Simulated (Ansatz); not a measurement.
Write the native input for Ansatz 0.2.0 that does the following.

| Item | Value |
| --- | --- |
| Task | relaxation of cell and atoms |
| Functional | PBE |
| Potentials or basis | Ansatz PAW |
| Cutoff | 420 eV (not typed: the program's choice for these potentials) |
| k mesh | 9 × 9 × 9 |
| Occupations | fermi-dirac, width 0.05 eV |
| Spin | no spin polarisation |

Sn:

```
CELL_PARAMETERS angstrom
-2.94014 2.94014 1.59930
2.94014 -2.94014 1.59930
2.94014 2.94014 -1.59930
ATOMIC_POSITIONS crystal
Sn 0.00000 0.00000 0.00000
Sn 0.75000 0.25000 0.50000
```

The input as run:

input.yaml

```yaml
crystal:
  lattice:
    - [-2.9401404553, 2.9401404553, 1.5993019889]
    - [2.9401404553, -2.9401404553, 1.5993019889]
    - [2.9401404553, 2.9401404553, -1.5993019889]
  atoms:
    - { symbol: Sn, position: [0.0, 0.0, 0.0] }
    - { symbol: Sn, position: [0.75, 0.25, 0.5] }
hamiltonian:
  xc: pbe
  pseudopotentials: { kind: paw }
kpoints:
  mp_grid: { grid: [9, 9, 9] }
scf:
  occupations: { method: fermi_dirac, width: 0.05 }
output:
  forces: true
  stress: true
  eigenvalues: true
relax:
  f_tol: 0.01
  max_steps: 40
  cell: { stress_tol: 0.05 }
```

Potentials or basis: Ansatz PAW.

Command:

```console
$ ansatz run input.yaml --threads 2 --pin off --max-ram 5632MiB --backend cpu --events-out ev --progress --plain --runs-dir out
```

Results of the run:

* Relaxed volume: 28.43 Å³/atom
* Relaxed cell: a = 4.500 Å, b = 4.500 Å, c = 4.500 Å, α = 97.35°, β = 97.35°, γ = 138.09°
* Space group after relaxing (to 0.05 Å): I4_1/amd (No. 141)
* Energy gained by relaxing: 3.4 meV/atom
* Ionic steps: 4
* Pressure after relaxing: 0.0 GPa
* Band gap on the k mesh: none (metal or under the smearing width)

Caveat: the plane-wave basis is chosen anew once the cell has moved, so the energies of steps on either side of that aren't comparable.

It took 4.3 s on 2 threads of Intel(R) Xeon(R) 6975P-C (Granite Rapids), on a shared host, peak memory 0.41 GiB.
